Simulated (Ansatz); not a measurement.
Set up this calculation in Ansatz 0.2.0, as the native input.

```yaml
Task: elastic constants
Functional: PBE
Potentials_or_basis: all-electron LAPW, scalar-relativistic
Cutoff: 268 eV (chosen from the basis error)
Basis_error_allowed: 0.002 eV/atom
k_mesh: 8 × 8 × 8
Occupations: fermi-dirac, width 0.05 eV
Spin: no spin polarisation
```

MoS2:

```
Mo S
1.0
     1.58150    0.91308    6.12333
    -1.58150    0.91308    6.12333
     0.00000   -1.82616    6.12333
Mo S
1 2
Direct
  0.00000 0.00000 0.00000
  0.74840 0.74840 0.74840
  0.58490 0.58490 0.58490
```

Measurements of this composition are mostly on another form, of space group No. 194.

The input as run:

input.yaml

```yaml
crystal:
  lattice:
    - [1.58149989, 0.91307939, 6.12332821]
    - [-1.58149989, 0.91307939, 6.12332821]
    - [0.0, -1.82615878, 6.12332821]
  atoms:
    - { symbol: Mo, position: [0.0, 0.0, 0.0] }
    - { symbol: S, position: [0.7484, 0.7484, 0.7484] }
    - { symbol: S, position: [0.5849, 0.5849, 0.5849] }
kpoints:
  mp_grid: { grid: [8, 8, 8] }
scf:
  occupations: { method: fermi_dirac, width: 0.05 }
hamiltonian:
  xc: pbe
  pseudopotentials: { kind: all_electron, lapw: { basis_error: 0.002 } }
output:
  forces: true
  stress: true
elastic:
  mode: relaxed_ion
  stencil: two_point
```

Potentials or basis: all-electron LAPW, scalar-relativistic.

Launch:

```bash
$ ansatz run input.yaml --threads 2 --pin off --max-ram 6144MiB --backend cpu --events-out ev --progress --plain --runs-dir out
```

Results of the run:

- Pressure: 2.9 GPa
- Band gap on the k mesh: 0.99 eV, indirect (least direct gap 2.03 eV)
- Voigt bulk modulus: 78 GPa

Wall time 18 min on 2 threads of Arm Neoverse V1, with other jobs on the host, peak memory 0.77 GiB.
